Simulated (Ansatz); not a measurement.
# C7H8O: vertical ionisation energy

How much energy removes an electron from C7H8O at fixed geometry? The cation is run at each level and the neutral's energy taken from earlier runs.

Method: unrestricted cation, the program's frozen cores in correlated methods; program: Ansatz 0.2.0, Gaussian basis.

The runs, in order: UKS PBE-D4/def2-TZVPP; UKS r2SCAN-D4/def2-TZVPP; UKS PBE0-D4/def2-TZVPP; UKS B3LYP-D4/def2-TZVPP; UKS wB97X-V/def2-TZVPP; UKS wB97M-V/def2-TZVPP; UKS B2PLYP/def2-TZVPP; UHF-CCSD(T)/def2-TZVPP; UHF-MP2/def2-QZVPP; extrapolation to the limit; then −ε(HOMO) from the neutral's earlier runs with LDA (SPW92), PBE-D4, revPBE-D4, BLYP-D4, r2SCAN-D4, B97M-V, PBE0-D4, B3LYP-D4, r2SCANh-D4, r2SCAN0-D4, HSE06-D4, BHLYP-D4, CAM-B3LYP-D4, LC-ωPBE, ωB97X-V, ωB97M-V.

## Step 1: The geometry

The geometry comes from an earlier relaxation with PBE0-D4 in a triple-zeta def2 set; it is a stationary point, not always the lowest conformer.

16 atoms, charge 0, spin multiplicity 1.

Atoms are counted from 1 here; the program's logs count them from 0.

Bond lengths: O1–C2 1.410 Å, O1–H9 0.961 Å, C2–C3 1.505 Å, C2–H10 1.098 Å, C2–H11 1.094 Å, C3–C4 1.392 Å, C3–C8 1.390 Å, C4–C5 1.386 Å, C4–H12 1.084 Å, C5–C6 1.388 Å, C5–H13 1.084 Å, C6–C7 1.386 Å, C6–H14 1.084 Å, C7–C8 1.387 Å, C7–H15 1.084 Å, C8–H16 1.086 Å. Angles: C2–O1–H9 108.0°, O1–C2–C3 113.8°, O1–C2–H10 111.4°, O1–C2–H11 105.3°, C3–C2–H10 109.3°, C3–C2–H11 109.9°, H10–C2–H11 106.9°, C2–C3–C4 120.5°, C2–C3–C8 120.6°, C4–C3–C8 118.9°, C3–C4–C5 120.5°, C3–C4–H12 119.1°, C5–C4–H12 120.5°, C4–C5–C6 120.2°, C4–C5–H13 119.8°, C6–C5–H13 120.0°, C5–C6–C7 119.6°, C5–C6–H14 120.2° and more.

## Step 2: Cation, UKS PBE-D4/def2-TZVPP

in.yaml reads:

```yaml
crystal:
  periodic: [false, false, false]
  atoms:
    - {symbol: O, position_ang: [2.348681, -1.512517, 0.681373]}
    - {symbol: C, position_ang: [1.163623, -1.080478, 1.312145]}
    - {symbol: C, position_ang: [0.266267, -0.264327, 0.422043]}
    - {symbol: C, position_ang: [0.806804, 0.626628, -0.500349]}
    - {symbol: C, position_ang: [-0.020644, 1.393544, -1.304958]}
    - {symbol: C, position_ang: [-1.399784, 1.285020, -1.193576]}
    - {symbol: C, position_ang: [-1.946189, 0.399548, -0.277271]}
    - {symbol: C, position_ang: [-1.115812, -0.372851, 0.521228]}
    - {symbol: H, position_ang: [2.102724, -1.997495, -0.111462]}
    - {symbol: H, position_ang: [0.596434, -1.927439, 1.721450]}
    - {symbol: H, position_ang: [1.493020, -0.476880, 2.163583]}
    - {symbol: H, position_ang: [1.884698, 0.707279, -0.585611]}
    - {symbol: H, position_ang: [0.412520, 2.083028, -2.020933]}
    - {symbol: H, position_ang: [-2.046331, 1.885506, -1.823127]}
    - {symbol: H, position_ang: [-3.022464, 0.302783, -0.189693]}
    - {symbol: H, position_ang: [-1.546646, -1.074147, 1.229359]}
basis:
  gaussian: {orbitals: def2-TZVPP}
total_charge: 1
magnetization: {spin_polarized: true, initial_magnetization: 1}
hamiltonian: {xc: pbe, dispersion: d4}
```

Run with:

```sh
$ ansatz run in.yaml --threads 2 --pin off --events-out ev --progress --plain --max-ram 32768MiB --backend cuda --devices 0, --max-vram 18GiB
```

After this run come: Cation, UKS r2SCAN-D4/def2-TZVPP; Cation, UKS PBE0-D4/def2-TZVPP; Cation, UKS B3LYP-D4/def2-TZVPP; Cation, UKS wB97X-V/def2-TZVPP; Cation, UKS wB97M-V/def2-TZVPP; Cation, UKS B2PLYP (frozen core)/def2-TZVPP; Cation, UHF-CCSD(T)/def2-TZVPP; Cation, UHF-MP2/def2-QZVPP.

Q: Predict the results of all the runs planned. Wanted: ionisation energy, CCSD(T)/CBS; nearest functional by difference; nearest −ε(HOMO); −ε(HOMO) of PBE; T1 of the cation.

As calculated:

```
                        quantity               value
  ionisation energy, CCSD(T)/CBS             9.31 eV
nearest functional by difference  ωB97X-V (-0.25 eV)
                nearest −ε(HOMO)  ωB97X-V (-0.02 eV)
                 −ε(HOMO) of PBE             6.03 eV
                T1 of the cation               0.029
```

By cation minus neutral, the functionals miss by 0.57 eV at most. −ε(HOMO) of PBE misses by 3.3 eV, since self-interaction lifts the level. Among orbital estimates ωB97X-V comes nearest. Hartree-Fock falls 1.52 eV short, as the neutral has more correlation energy than the cation. The cation may have settled in a state other than its lowest; no search over hole states beyond the program's own was made.
